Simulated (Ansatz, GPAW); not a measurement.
This is a calculation of FeO (Wuestite) for Ansatz 0.2.0. 

Contents of input.yaml:

```yaml
crystal:
  lattice:
    - [0.0, 2.1554, 2.1554]
    - [2.1554, 0.0, 2.1554]
    - [2.1554, 2.1554, 0.0]
  atoms:
    - { symbol: Fe, position: [0.0, 0.0, 0.0], spin: 3.0 }
    - { symbol: O, position: [0.5, 0.5, 0.5] }
hamiltonian:
  xc: pbe
  pseudopotentials: { kind: paw }
magnetization:
  spin_polarized: true
kpoints:
  mp_grid: { grid: [11, 11, 11] }
scf:
  occupations: { method: gaussian, width: 0.017 }
output:
  forces: true
  stress: true
  eigenvalues: true
```

Potentials or basis: Ansatz PAW.

The run is started by

```console
$ ansatz run input.yaml --threads 2 --pin off --max-ram 5632MiB --backend cpu --events-out ev --progress --plain --runs-dir out
```

**Question.** Translate it to GPAW 26.7.0 (ASE script). Potentials or basis there: GPAW PAW data sets (gpaw-data 1.2.1), cutoff 800 eV.

**Answer.** As run (cutoffs and basis follow the program's own potentials, and thresholds, step limits or extra output files can differ):

File run.py:

```python
from ase import Atoms
from ase.dft.bandgap import bandgap
from ase.io import write
from ase.units import GPa
from gpaw import GPAW, PW

atoms = Atoms(['Fe', 'O'],
              cell=[[0.0, 2.1554, 2.1554],
                    [2.1554, 0.0, 2.1554],
                    [2.1554, 2.1554, 0.0]],
              scaled_positions=[[0.0, 0.0, 0.0],
                                [0.5, 0.5, 0.5]],
              pbc=True)
atoms.set_initial_magnetic_moments([3.0, 0.0])

calc = GPAW(mode=PW(800),
            xc='PBE',
            kpts={'size': (11, 11, 11), 'gamma': True},
            occupations={'name': 'methfessel-paxton', 'order': 0, 'width': 0.017},
            nbands=17,
            convergence={'density': 1e-05, 'energy': 1e-05},
            maxiter=150,
            txt='gpaw.txt')
atoms.calc = calc
energy = atoms.get_potential_energy()
forces = atoms.get_forces()
stress = atoms.get_stress()
calc.write('gs.gpw')
write('result.traj', atoms)
print(f'Energy: {energy:.6f} eV')
print('Forces (eV/A):')
print(forces.round(4))
print('Stress (GPa):', (stress / GPa).round(3))
print('Moments:', calc.get_magnetic_moments().round(3))
print('Fermi level:', round(calc.get_fermi_level(), 4), 'eV')
print(f'Gap: {bandgap(calc)[0]:.4f} eV, direct: {bandgap(calc, direct=True)[0]:.4f} eV')
```

Potentials or basis: GPAW PAW data sets (gpaw-data 1.2.1), pw.

Run with:

```console
$ OMP_NUM_THREADS=1 python run.py
```

Both were run:

|  | Ansatz | GPAW |
| --- | --- | --- |
| Pressure | -0.3 GPa | 0.8 GPa |
| Net moment | 4.00 μB per cell | 4.00 μB per cell |

Ansatz's pressure holds a Pulay term of +0.65 GPa for its cutoff of 420 eV, which the other run lacks.

The potentials hold 22 and 14 valence electrons a cell.

Where Ansatz's input types no cutoff or centring, it takes its own default and a Γ-centred mesh.

The magnetic state is the one that the start led to; the real crystal's order can differ.

Pressure is positive in compression.
